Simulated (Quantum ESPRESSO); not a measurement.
A run of Quantum ESPRESSO 7.5 is set up as follows.

Contents of pw.in:

```
&CONTROL
  calculation = 'scf'
  prefix = 'pwscf'
  outdir = './tmp'
  pseudo_dir = './pseudo'
  tprnfor = .true.
  tstress = .true.
  disk_io = 'nowf'
/
&SYSTEM
  ibrav = 0
  nat = 6
  ntyp = 2
  ecutwfc = 60
  ecutrho = 440
  nbnd = 36
  occupations = 'smearing'
  smearing = 'fd'
  degauss = 0.00367493
/
&ELECTRONS
  conv_thr = 1.2d-09
  electron_maxstep = 120
  mixing_beta = 0.5
/
ATOMIC_SPECIES
Mo    95.9500 Mo_ONCV_PBE-1.0.oncvpsp.upf
Se    78.9710 Se_pbe_v1.uspp.F.UPF
CELL_PARAMETERS angstrom
   3.2880000000    0.0000000000    0.0000000000
  -1.6440000000    2.8474915276    0.0000000000
   0.0000000000    0.0000000000   12.9000000000
ATOMIC_POSITIONS crystal
Mo     0.6666666667    0.3333333333    0.7500000000
Mo     0.3333333333    0.6666666667    0.2500000000
Se     0.6666666667    0.3333333333    0.3750000000
Se     0.3333333333    0.6666666667    0.8750000000
Se     0.6666666667    0.3333333333    0.1250000000
Se     0.3333333333    0.6666666667    0.6250000000
K_POINTS automatic
9 9 2 0 0 0
```

Potentials or basis: SSSP 1.3 efficiency PBE.

Command:

```bash
$ OMP_NUM_THREADS=1 pw.x -in pw.in > pw.out
```

Task: Estimate the band gap on the k mesh.

Result: 0.89 eV, indirect (least direct gap 1.38 eV).

Task: What does it give for the largest force?

Result: 1.104 eV/Å.

Forces in eV/Å, atoms in the order of the input:
```
Mo   0.000  0.000  0.000
Mo   0.000  0.000  0.000
Se   0.000  0.000  1.104
Se   0.000  0.000  1.104
Se   0.000  0.000 -1.104
Se   0.000  0.000 -1.104
```

Caveat: an odd mesh through Γ misses points on the zone boundary, where band edges often lie; the cell's inner coordinates are idealised or old, which leaves forces on the atoms.
